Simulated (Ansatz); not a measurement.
# Gaps and decay in MoS2/WS2 stacks

Wanted: band edges and complex bands along the stacking of MoS2/WS2. The crystals are MoS2 3R layers and WS2 3R layers, on a common net of side 3.17 Å (+0.0 % and +0.0 % against typed lattice constants near PBE's). Layer spacings come from each crystal relaxed along the normal on that net, and the joins take the mean spacing. The stacks are then relaxed. The first steps treat the bulk crystals alone.

Calculated with Ansatz 0.2.0; PBE+D3(BJ) DFT, plane waves, PAW files, in the first sound run; inputs show where later runs differ.

## 1. Starting point

Symmetry: R3m, No. 160, trigonal system. The conventional cell has a = 3.170 Å, b = 3.170 Å, c = 18.400 Å, α = 90.00°, β = 90.00°, γ = 120.00°. Nearest to S lie 3 Mo at 2.40 Å. Nearest to Mo lie 6 S at 2.40 Å. S has 3 Mo at 2.40 Å nearest. Farther neighbours and most contacts between anions are not listed.

## 2. Relaxing along the normal, crystal MoS2 3R layers

The crystal is held to the common net and relaxed along the normal.

File input.yaml:

```yaml
crystal:
  lattice:
    - [3.17, 0.0, 0.0]
    - [-1.585, 2.74530053, 0.0]
    - [0.0, 0.0, 18.4]
  atoms:
    - { symbol: S, position: [0.3333333333, 0.6666666667, 0.0] }
    - { symbol: Mo, position: [0.0, 0.0, 0.0847826087] }
    - { symbol: S, position: [0.3333333333, 0.6666666667, 0.1695652174] }
    - { symbol: S, position: [0.0, 0.0, 0.3333333333] }
    - { symbol: Mo, position: [0.6666666667, 0.3333333333, 0.418115942] }
    - { symbol: S, position: [0.0, 0.0, 0.5028985507] }
    - { symbol: S, position: [0.6666666667, 0.3333333333, 0.6666666667] }
    - { symbol: Mo, position: [0.3333333333, 0.6666666667, 0.7514492754] }
    - { symbol: S, position: [0.6666666667, 0.3333333333, 0.8362318841] }
kpoints:
  mp_grid: { grid: [8, 8, 2] }
scf:
  occupations: { method: fixed }
  max_iter: 120
hamiltonian:
  xc: pbe
  dispersion: d3bj
output: {}
relax:
  f_tol: 0.01
  max_steps: 40
  cell: { fix: [a, b, angles] }
```

On the command line:

```console
$ ansatz run input.yaml --threads 8 --pin off --max-ram 20480MiB --backend cpu --events-out ev --progress --plain --runs-dir out
```

Numbers of over 12 decimals in the logs are rounded to 6 here.

Output:

```text
Engine: ansatz 0.2.0, x86_64-unknown-linux-gnu
Pseudopotentials: kind: paw
Pseudopotential: S, paw, valence charge 6, recommended cutoff 420 eV (normal), S.paw.azcp
Pseudopotential: Mo, paw, valence charge 14, recommended cutoff 420 eV (normal), Mo.paw.azcp
Functional definition: PBE
  parameter kappa = 0.804
  parameter beta = 0.066725
  exchange = pbe_x(kappa = kappa, mu = beta*pi^2/3)
  correlation = pbe_c(beta = beta)
Crystal: 9 atoms, lattice volume = 160.128 Å³
Basis set: ecut = 420 eV, 3157 PW (Γ), exchange–correlation on 48×48×250 points (8 copies of the dense FFT grid, shifted against one another)
Bands: 48, of which v1, the nominal top of the filled ones, is band 39 counted from 1 (38 counted from 0)
Symmetry: 18 space group operations
Space group: R3m (ITA 160), of the structure as read, at distance tolerance 5.4e-5 Å
k-points: 20 of 128 (time reversal used)
Non-local potential: S, projectors of the file, l = 0: 2, l = 1: 2, l = 2: 2
Non-local potential: Mo, projectors of the file, l = 0: 3, l = 1: 2, l = 2: 2, l = 3: 1
PAW form: soft (Blöchl's): semilocal exchange-correlation on the pseudo side does not see the compensation charge
PAW one-centre angular grid: S, 110 points (default); XC on 64 Gauss nodes
PAW one-centre angular grid: Mo, 590 points (default); XC on 64 Gauss nodes
Initial density: superposition of atomic densities (neutral atoms: chi_scale 0, normalization atom), corrected by the library's trained network
Initial wavefunctions: pseudopotential atomic-orbital guess
Functional: x = pbe(κ = 0.804, μ = 0.219515), c = pbe(β = 0.066725)
SCF iter   1: F=—  HF=-20292.106660 eV  |F-HF|=—  |Δ(HF+E_count)|=         —  Δρ=5.44e-3  dr2=1.22e-2  ethr=1.77e-3  ⟨swp⟩=5.0  Hψ=3184  notcnv=0  defer=102
preconditioner: auto → Resta (q_TF=auto, 2.420 Å⁻¹)  ε∞=8.7  [insulator: Δε(μ)=0.984 eV  Ē_g=7.777 eV  n_scr=44 (ndim 8)  ℏωp=21.6 eV  f_vac=0.014  ε∞_Penn≈8.7]
SCF iter   2: F=—  HF=-20292.120705 eV  |F-HF|=—  |Δ(HF+E_count)|=   1.40e-2  Δρ=3.12e-3  dr2=3.73e-3  ethr=1.56e-5  ⟨swp⟩=2.0  Hψ=1707  notcnv=0  defer=133
SCF iter   3: F=—  HF=-20292.128062 eV  |F-HF|=—  |Δ(HF+E_count)|=   7.36e-3  Δρ=4.98e-4  dr2=9.51e-4  ethr=4.79e-6  ⟨swp⟩=2.0  Hψ=1433  notcnv=0  defer=133
SCF iter   4: F=—  HF=-20292.127995 eV  |F-HF|=—  |Δ(HF+E_count)|=   6.66e-5  Δρ=1.19e-4  dr2=1.59e-5  ethr=1.22e-6  ⟨swp⟩=2.0  Hψ=1248  notcnv=0  defer=83
SCF iter   5: F=—  HF=-20292.127777 eV  |F-HF|=—  |Δ(HF+E_count)|=   2.18e-4  Δρ=5.48e-5  dr2=4.71e-6  ethr=2.04e-8  ⟨swp⟩=2.0  Hψ=1341  notcnv=0  defer=53
SCF iter   6: F=-20292.127782 eV  HF=-20292.127782 eV  |F-HF|=6.12e-8  |Δ(HF+E_count)|=   4.64e-6  Δρ=8.32e-6  dr2=8.50e-8  ethr=1.28e-10  ⟨swp⟩=4.0  Hψ=4332  notcnv=0
SCF 1 converged in 6 iterations: F = -20292.127782 eV  dr2 = 8.50e-8
  greatest PAW one-centre occupation: 0.998 electrons in one spin orbital (limit 2), on the Mo atom at site 7 (counted from 0), in its partial waves of l = 0
relax step   1: F+E_penalty+E_count = -20292.12778200 eV  Δ(F+E_penalty+E_count) = +0.000e0 eV  max|allowed force component| = 2.865e-2 eV/Å  Δτ_max = 0.0000 Å  P = -1.436 GPa  Ω = 160.128 Å³  fix = [a, b, alpha, beta, gamma]  reactions: a -1.679, b -1.679 GPa  (6 SCF iters, dr2 threshold 1.00e-7 eV, accepted)
Crystal: 9 atoms, lattice volume = 154.187 Å³
Basis set: ecut = 420 eV, 3023 PW (Γ), exchange–correlation on 48×48×250 points (8 copies of the dense FFT grid, shifted against one another)
Initial density: handed on by an earlier stage of this run
Initial wavefunctions: those handed on with the density
iter 1 solved again at ethr=4.29e-5 eV; its pass at ethr=3.10e-3 eV (dr2=3.35e-2 eV) is discarded
SCF iter   1: F=—  HF=-20292.144855 eV  |F-HF|=—  |Δ(HF+E_count)|=         —  Δρ=5.21e-3  dr2=3.36e-2  ethr=4.29e-5  ⟨swp⟩=2.9  Hψ=4322  notcnv=0  defer=50
automatic band count: iteration 1 solves 44 bands in place of 48: the levels show a gap, and the empty bands left out lie too high to hold charge; the band table lists the bands solved (type scf.n_extra_bands for more)
preconditioner: auto → Resta (q_TF=auto, 2.435 Å⁻¹)  ε∞=9.7  [insulator: Δε(μ)=0.763 eV  Ē_g=7.450 eV  n_scr=42 (ndim 8)  ℏωp=22.0 eV  f_vac=0.003  ε∞_Penn≈9.7]
SCF iter   2: F=—  HF=-20292.139849 eV  |F-HF|=—  |Δ(HF+E_count)|=   5.01e-3  Δρ=2.66e-3  dr2=8.59e-3  ethr=4.29e-5  ⟨swp⟩=2.1  Hψ=1247  notcnv=0  defer=55
SCF iter   3: F=—  HF=-20292.139073 eV  |F-HF|=—  |Δ(HF+E_count)|=   7.77e-4  Δρ=1.32e-3  dr2=2.26e-3  ethr=1.10e-5  ⟨swp⟩=2.2  Hψ=1197  notcnv=0  defer=54
SCF iter   4: F=—  HF=-20292.139116 eV  |F-HF|=—  |Δ(HF+E_count)|=   4.32e-5  Δρ=2.24e-4  dr2=1.30e-4  ethr=2.90e-6  ⟨swp⟩=2.0  Hψ=1299  notcnv=0  defer=52
SCF iter   5: F=—  HF=-20292.138964 eV  |F-HF|=—  |Δ(HF+E_count)|=   1.52e-4  Δρ=6.12e-5  dr2=1.51e-5  ethr=1.67e-7  ⟨swp⟩=2.0  Hψ=1354  notcnv=0  defer=38
SCF iter   6: F=-20292.138971 eV  HF=-20292.138971 eV  |F-HF|=1.67e-7  |Δ(HF+E_count)|=   6.66e-6  Δρ=1.20e-5  dr2=2.69e-7  ethr=1.15e-9  ⟨swp⟩=4.0  Hψ=3812  notcnv=0
SCF 2 converged in 6 iterations: F = -20292.138971 eV  dr2 = 2.69e-7
relax step   2: F+E_penalty+E_count = -20292.13897070 eV  Δ(F+E_penalty+E_count) = -1.119e-2 eV  max|allowed force component| = 7.004e-2 eV/Å  Δτ_max = 0.0593 Å  P = -0.925 GPa  Ω = 154.187 Å³  energy of the carried Pulay correction = +6.880e-4 eV  fix = [a, b, alpha, beta, gamma]  reactions: a -1.488, b -1.488 GPa  (6 SCF iters, dr2 threshold 9.00e-7 eV, accepted)
Crystal: 9 atoms, lattice volume = 156.446 Å³
Basis set: ecut = 420 eV, 3049 PW (Γ), exchange–correlation on 48×48×250 points (8 copies of the dense FFT grid, shifted against one another)
iter 1 solved again at ethr=8.01e-6 eV; its pass at ethr=3.10e-3 eV (dr2=6.25e-3 eV) is discarded
SCF iter   1: F=—  HF=-20292.144589 eV  |F-HF|=—  |Δ(HF+E_count)|=         —  Δρ=2.23e-3  dr2=6.50e-3  ethr=8.01e-6  ⟨swp⟩=3.2  Hψ=4257  notcnv=0  defer=53
automatic band count: iteration 1 solves 44 bands in place of 48: the levels show a gap, and the empty bands left out lie too high to hold charge; the band table lists the bands solved (type scf.n_extra_bands for more)
preconditioner: auto → Resta (q_TF=auto, 2.429 Å⁻¹)  ε∞=9.6  [insulator: Δε(μ)=0.862 eV  Ē_g=7.422 eV  n_scr=42 (ndim 8)  ℏωp=21.8 eV  f_vac=0.010  ε∞_Penn≈9.6]
SCF iter   2: F=—  HF=-20292.143633 eV  |F-HF|=—  |Δ(HF+E_count)|=   9.56e-4  Δρ=1.13e-3  dr2=1.61e-3  ethr=8.01e-6  ⟨swp⟩=2.1  Hψ=1273  notcnv=0  defer=55
SCF iter   3: F=—  HF=-20292.143486 eV  |F-HF|=—  |Δ(HF+E_count)|=   1.47e-4  Δρ=5.62e-4  dr2=4.16e-4  ethr=2.06e-6  ⟨swp⟩=2.5  Hψ=1220  notcnv=0  defer=36
SCF iter   4: F=—  HF=-20292.143514 eV  |F-HF|=—  |Δ(HF+E_count)|=   2.78e-5  Δρ=9.82e-5  dr2=2.39e-5  ethr=5.33e-7  ⟨swp⟩=2.1  Hψ=1341  notcnv=0  defer=23
SCF iter   5: F=—  HF=-20292.143299 eV  |F-HF|=—  |Δ(HF+E_count)|=   2.15e-4  Δρ=2.85e-5  dr2=3.85e-6  ethr=3.07e-8  ⟨swp⟩=2.0  Hψ=1372  notcnv=0  defer=22
SCF iter   6: F=-20292.143300 eV  HF=-20292.143300 eV  |F-HF|=3.44e-8  |Δ(HF+E_count)|=   1.29e-6  Δρ=5.18e-6  dr2=5.07e-8  ethr=3.93e-10  ⟨swp⟩=4.0  Hψ=3707  notcnv=0
SCF 3 converged in 6 iterations: F = -20292.143300 eV  dr2 = 5.07e-8
relax step   3: F+E_penalty+E_count = -20292.14329994 eV  Δ(F+E_penalty+E_count) = -4.329e-3 eV  max|allowed force component| = 4.724e-2 eV/Å  Δτ_max = 0.0264 Å  P = -0.856 GPa  Ω = 156.446 Å³  energy of the carried Pulay correction = +4.233e-4 eV  fix = [a, b, alpha, beta, gamma]  reactions: a -1.391, b -1.391 GPa  (6 SCF iters, dr2 threshold 3.07e-7 eV, accepted)
[...]
relax step   4: F+E_penalty+E_count = -20292.14369944 eV  Δ(F+E_penalty+E_count) = -3.995e-4 eV  max|allowed force component| = 3.074e-3 eV/Å  Δτ_max = 0.0050 Å  P = -0.986 GPa  Ω = 156.127 Å³  energy of the carried Pulay correction = +4.605e-4 eV  fix = [a, b, alpha, beta, gamma]  reactions: a -1.479, b -1.479 GPa  (5 SCF iters, dr2 threshold 1.39e-7 eV, accepted)
Basis set: ecut = 420 eV, 3035 PW (Γ), exchange–correlation on 48×48×240 points (8 copies of the dense FFT grid, shifted against one another)
Initial wavefunctions: pseudopotential atomic-orbital guess (no wavefunctions were taken with the density)
iter 1 solved again at ethr=8.73e-8 eV; its pass at ethr=3.10e-3 eV (dr2=6.81e-5 eV) is discarded
SCF iter   1: F=—  HF=-20292.143359 eV  |F-HF|=—  |Δ(HF+E_count)|=         —  Δρ=4.42e-5  dr2=4.83e-7  ethr=8.73e-8  ⟨swp⟩=3.7  Hψ=5944  notcnv=0  defer=134
preconditioner: auto → Resta (q_TF=auto, 2.430 Å⁻¹)  ε∞=8.8  [insulator: Δε(μ)=0.844 eV  Ē_g=7.803 eV  n_scr=42 (ndim 8)  ℏωp=21.8 eV  f_vac=0.009  ε∞_Penn≈8.8]
SCF iter   2: F=—  HF=-20292.143225 eV  |F-HF|=—  |Δ(HF+E_count)|=   1.34e-4  Δρ=2.30e-5  dr2=1.29e-7  ethr=6.20e-10  ⟨swp⟩=2.0  Hψ=1465  notcnv=0  defer=105
SCF iter   3: F=—  HF=-20292.143225 eV  |F-HF|=—  |Δ(HF+E_count)|=   1.27e-7  Δρ=2.85e-6  dr2=2.47e-8  ethr=1.65e-10  ⟨swp⟩=2.0  Hψ=1663  notcnv=0  defer=105
SCF iter   4: F=—  HF=-20292.143225 eV  |F-HF|=—  |Δ(HF+E_count)|=   1.35e-9  Δρ=1.26e-6  dr2=2.92e-9  ethr=3.17e-11  ⟨swp⟩=2.0  Hψ=1259  notcnv=0  defer=105
SCF iter   5: F=—  HF=-20292.143225 eV  |F-HF|=—  |Δ(HF+E_count)|=   2.14e-9  Δρ=4.07e-7  dr2=7.93e-10  ethr=3.74e-12  ⟨swp⟩=2.0  Hψ=1338  notcnv=0  defer=105
SCF iter   6: F=-20292.143225 eV  HF=-20292.143225 eV  |F-HF|=7.28e-12  |Δ(HF+E_count)|=  5.28e-10  Δρ=1.66e-7  dr2=8.45e-11  ethr=1.00e-12  ⟨swp⟩=3.0  Hψ=3654  notcnv=0
SCF 5 converged in 6 iterations: F = -20292.143225 eV  dr2 = 8.45e-11
relax step   5: F+E_penalty+E_count = -20292.14322489 eV  Δ(F+E_penalty+E_count) = +4.745e-4 eV  max|allowed force component| = 3.117e-3 eV/Å  Δτ_max = 0.0000 Å  P = -0.985 GPa  Ω = 156.127 Å³  fix = [a, b, alpha, beta, gamma]  reactions: a -1.478, b -1.478 GPa  stress off target by 1.35e-4 GPa on what of the cell is left free  SCF on the basis re-selected at this cell (its energy is not comparable with the rows above)  (6 SCF iters)
basis re-selected at this cell: Δ(F+E_penalty+E_count) = +4.745e-4 eV, ΔP = +0.001 GPa vs the last step (what re-selecting the basis moved, of the pressure what is left beyond the Pulay correction that the steps carried, after the strain that the cell walked since its last selection, with what the two solves' SCF thresholds leave and, on support functions, any second-order correction that the steps lacked; it is no measure of the basis error at this ecutwfc). The dense FFT grid was sized anew with the basis: this SCF ran on 24×24×120 points, the steps before it on 24×24×125, so part of this shift can come from that change (see relax.cell in the input reference). [rest of the remark cut]
SCF converged after 6 iterations
Free energy (F): -20292.143225 eV
Harris-Foulkes:  -20292.143225 eV  (|F-HF|=7.28e-12)
Internal energy: -20292.143225 eV  (E = F + TS)
E sigma→0 (E₀):  -20292.143225 eV
Fermi energy:    11.550866 eV
--- Per-component energies (eV) ---
  E_band       = -432.122198
  E_kinetic    = 1970.006984
  E_local      = -5547.433311  (includes V_loc(G=0)·N_el)
  E_nonlocal   = 597.811065
  E_hartree    = 2112.008107
  E_xc         = -1136.465028
  E_vxc        = -1216.361618  (∫ρ·V_xc dr)
  E_paw        = -13204.698334  (= ΣΔE_a)
  E_vpaw       = -460.161053  (= ΣTr[D̂ρ^β])
  E_aug_tail   = 0.000120  (compensation charges beyond the density's cutoff)
  E_ewald      = -5079.441937
  E_disp       = -3.930892  (pairwise vdW)
  E_smearing   = -0.000000  (= −TS)
  E_closure    = -0.000000  (closes the sum)
  Σ components = -20292.143225   (vs F -20292.143225, Δ=0.00e0)
--- Forces (eV/Å), atoms counted from 1 ---
  atom   1  S      0.00000000     0.00000000    -0.00237832
  atom   2  Mo    -0.00000000     0.00000000     0.00311692
  atom   3  S     -0.00000000    -0.00000000    -0.00073965
  atom   4  S      0.00000000    -0.00000000    -0.00237832
  atom   5  Mo     0.00000000     0.00000000     0.00311692
  atom   6  S      0.00000000    -0.00000000    -0.00073965
  atom   7  S      0.00000000    -0.00000000    -0.00237832
  atom   8  Mo     0.00000000    -0.00000000     0.00311692
  atom   9  S      0.00000000    -0.00000000    -0.00073965
  max |Σ_I F_I| component: 3.14e-6 eV/Å
--- Stress (GPa, compression-positive) ---
       -1.478000       0.000000      -0.000000
        0.000000      -1.478000       0.000000
       -0.000000       0.000000      -0.000135
  P = ⅓ Tr σ = -0.9854 GPa (-9.854 kbar)
--- Relaxed structure (4 steps of the walk, 4 accepted, 1 SCFs on fresh bases) ---
  F+E_penalty+E_count = -20292.14322489 eV   max|allowed force component| = 3.117e-3 eV/Å   (the final SCF, on the basis selected at the relaxed cell)
  cell:  # Å, volume = 156.1265 Å³
    - [3.170000, 0, 0]
    - [-1.585000, 2.745301, 0]
    - [0, 0, 17.940209]
  atoms:
    - { symbol: S, position: [0.333333, 0.666667, -0.00203567] }
    - { symbol: Mo, position: [0, 0, 0.084751] }
    - { symbol: S, position: [0.333333, 0.666667, 0.171633] }
    - { symbol: S, position: [0, 0, 0.331298] }
    - { symbol: Mo, position: [0.666667, 0.333333, 0.418084] }
    - { symbol: S, position: [0, 0, 0.504966] }
    - { symbol: S, position: [0.666667, 0.333333, 0.664631] }
    - { symbol: Mo, position: [0.333333, 0.666667, 0.751417] }
    - { symbol: S, position: [0.666667, 0.333333, 0.838300] }
```

It took 11 s on 8 threads of Intel Xeon at 2.70GHz, shared host; peak memory 0.69 GiB.

Step by step:

```tsv
step	energy less that of the first step (eV)	largest force component (eV/Å)	pressure (GPa)	volume (Å³)
1	0.0000	0.0286	-1.44	160.13
2	-0.0112	0.0700	-0.92	154.19
3	-0.0155	0.0472	-0.86	156.45
4	-0.0159	0.0031	-0.99	156.13
5*	-0.0154	0.0031	-0.99	156.13
```

Relaxation steps marked * repeat the geometry before them on a plane-wave basis chosen anew for their cell, so energy and pressure can jump there.

The run keeps the 18 symmetry operations that it works with, so distortions that break them were not tested.

```tsv
conventional cell, symmetrised	before	after	change
a (Å)	3.170	3.170	+0.0 %
b (Å)	3.170	3.170	+0.0 %
c (Å)	18.400	17.940	-2.5 %
volume (Å³/atom)	17.79	17.35	-2.5 %
```

The atoms that moved most (Å, as changes of fractional coordinates times the final cell):

```tsv
atom	dx	dy	dz	length
S3	0.000	0.000	0.037	0.037
S9	0.000	0.000	0.037	0.037
S6	0.000	0.000	0.037	0.037
S4	0.000	0.000	-0.037	0.037
S1	0.000	0.000	-0.037	0.037
S7	0.000	0.000	-0.037	0.037
```

This step gave:

```yaml
free_energy: -20292.1432 eV
fermi_energy: 11.55 eV
pressure: -0.9854 GPa
```

The relaxation ends with a largest force component of 0.0031 eV/Å.

## 3. The bulk crystal and its band edges, crystal MoS2 3R layers

This step: PBE DFT, plane waves, PAW files (Ansatz 0.2.0).

The band edges of this cell are searched, off the mesh as well.

File input.yaml:

```yaml
crystal:
  lattice:
    - [3.17, 0.0, 0.0]
    - [-1.585, 2.74530053, 0.0]
    - [0.0, 0.0, 17.9402087986]
  atoms:
    - { symbol: S, position: [0.3333333333, 0.6666666667, -0.0020356748] }
    - { symbol: Mo, position: [0.0, 0.0, 0.0847506497] }
    - { symbol: S, position: [0.3333333333, 0.6666666667, 0.1716328512] }
    - { symbol: S, position: [0.0, 0.0, 0.3312976585] }
    - { symbol: Mo, position: [0.6666666667, 0.3333333333, 0.4180839831] }
    - { symbol: S, position: [0.0, 0.0, 0.5049661845] }
    - { symbol: S, position: [0.6666666667, 0.3333333333, 0.6646309919] }
    - { symbol: Mo, position: [0.3333333333, 0.6666666667, 0.7514173164] }
    - { symbol: S, position: [0.6666666667, 0.3333333333, 0.8382995178] }
kpoints:
  mp_grid: { grid: [12, 12, 2] }
  band_path: { path: [VBM, CBM], npoints: 24 }
scf:
  occupations: { method: fixed }
  max_iter: 120
hamiltonian:
  xc: pbe
output:
  eigenvalues: true
checkpoint:
  write: MoS2.run
  compress: false
  write_wavefunctions: false
```

Output:

```text
[...]
Crystal: 9 atoms, lattice volume = 156.127 Å³
Basis set: ecut = 420 eV, 3035 PW (Γ)
Bands: 48, of which v1, the nominal top of the filled ones, is band 39 counted from 1 (38 counted from 0)
Symmetry: 18 space group operations
[...]
k-points: 38 of 288 (time reversal used)
[...]
SCF iter   1: F=—  HF=-20288.192789 eV  |F-HF|=—  |Δ(HF+E_count)|=         —  Δρ=5.55e-3  dr2=1.49e-2  ethr=1.77e-3  ⟨swp⟩=5.0  Hψ=6077  notcnv=0  defer=206
[...]
SCF iter   7: F=-20288.212761 eV  HF=-20288.212761 eV  |F-HF|=1.16e-9  |Δ(HF+E_count)|=   8.92e-8  Δρ=1.97e-6  dr2=7.36e-9  ethr=1.28e-10  ⟨swp⟩=8.4  Hψ=5821  notcnv=0
SCF 1 converged in 7 iterations: F = -20288.212761 eV  dr2 = 7.36e-9
[...]
NSCF: frozen V_eff on 34 k-points
[...]
SCF converged after 7 iterations
Free energy (F): -20288.212761 eV
[...]
Internal energy: -20288.212761 eV  (E = F + TS)
E sigma→0 (E₀):  -20288.212761 eV
Fermi energy:    11.550940 eV
[...]
--- Band table (eV; the first three rows and the last of 38) ---
  k-point 0: bands = [... 35 lower, 10.2247, 10.4817, 11.4374, 11.4374, 13.4069, 13.4069, 13.4929, 13.4929, ... 5 higher]
  k-point 1: bands = [... 35 lower, 9.3722, 11.0622, 11.0622, 11.5509, 13.4316, 13.4316, 13.4316, 13.4316, ... 5 higher]
  k-point 2: bands = [... 35 lower, 10.2313, 10.5549, 11.2291, 11.2365, 13.3477, 13.3753, 13.4047, 13.4975, ... 5 higher]
  k-point 37: bands = [... 35 lower, 8.5929, 10.7019, 10.7019, 10.7019, 12.4056, 12.4056, 12.4056, 13.6346, ... 5 higher]
```

Run time: 19 s. Hardware: 8 threads; peak memory 0.74 GiB.

This step gave:

```yaml
free_energy: -20288.2128 eV
gap_on_the_k_mesh: 0.7754 eV
gap_on_path: 0.7499 eV, by band count; negative where bands overlap
edge_places_on_path: 0, 0.7486 1/A along the path
```

The electronic bands at the labelled points (eV, zero at the Fermi level (highest filled level under fixed occupations); v1 is the highest filled band, c1 the lowest empty one):

```tsv
point	v4	v3	v2	v1	c1	c2	c3	c4
VBM	-2.18	-0.49	-0.49	0.00	1.88	1.88	1.88	1.88
halfway	-1.49	-1.00	-0.85	-0.80	1.40	1.52	1.59	1.72
CBM	-1.82	-1.68	-1.68	-1.61	0.75	1.29	1.29	1.65
```

The searched edges give 0.750 eV, under the 0.775 eV of the mesh, which misses an edge.

[end of part 1 of 5]

[Logs are printed without paths, hosts, clocks, repeated set-up lines and the standing remarks that a program may print on its own settings, such as how far it seeks lower states.]

[Hosts, paths, dates, database ids (printed as entryN), source tags and the programs' standing remarks are cut or masked in the printed files.]
